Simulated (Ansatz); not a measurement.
**Ionic part of the dielectric constant of ZnS, mode by mode**

The calculation used Ansatz, DFT LDA, scalar-relativistic, plane waves, PAW. Plane waves to 420 eV; Γ-centred k mesh 10×10×10; fixed occupations. No spin polarisation. Phonons by linear response, acoustic sum rule imposed.

The structure is cubic, space group F-43m (No. 216). The conventional cell has a = 5.297 Å, b = 5.297 Å, c = 5.297 Å, α = 90.00°, β = 90.00°, γ = 90.00°. Around Zn (site symmetry -43m) lie 4 S at 2.29 Å. Around S (site symmetry -43m) lie 4 Zn at 2.29 Å.

The primitive cell has V = 37.15 Å³ and ε∞,zz = 6.184. Each polar mode adds Δε = (4.92064×10⁷/V)·S/ν² along z, with S its oscillator strength in e²/amu, ν in cm⁻¹ and V in Å³.

Problem. From these modes, find each Δε and ε0,zz.
| ν (cm⁻¹) | S_zz (e²/amu) |
| --- | --- |
| 291.0 | 0.1684 |

Solution.
```csv
ν (cm⁻¹),Δε
291.0,2.63
```

The sum is 2.633, so ε0,zz = 8.82; the run's tensor has 8.82.

Problem. Where do the longitudinal modes lie for a wave vector along z?

Solution. At 348 cm⁻¹. The Lyddane–Sachs–Teller product Π(ν_LO/ν_TO)² = 1.43 matches ε0/ε∞ = 1.43.

Cost: 1 run of about 2 core-minutes, on Intel Xeon 6975P-C (Granite Rapids) (shared hosts).

Electronic polarisation dominates the static response of ZnS: the lattice adds 2.633 to an ε∞ of 6.184. The ionic part comes from the single polar optical mode, in which the Zn and S sublattices move against each other. Its size reflects the dynamical charge carried by the partly ionic Zn–S bond, set against the stiffness of that bond. The same charge produces the macroscopic field that lifts the longitudinal mode to 348 cm⁻¹, while electronic screening limits the splitting.

Compared with experiment, ε∞ is too high and the transverse frequency of 291.0 cm⁻¹ is also too high. The first probably reflects the LDA's underestimated gap, which makes the electrons too polarisable, and the second its overbinding, which shortens and stiffens the bonds. The two errors pull ε0 in opposite directions, since a stiffer lattice contributes less. The reasonable total of 8.82 therefore owes something to cancellation and doesn't validate the separate electronic and ionic parts. Agreement with the Lyddane–Sachs–Teller relation shows internal consistency, not accuracy against experiment.
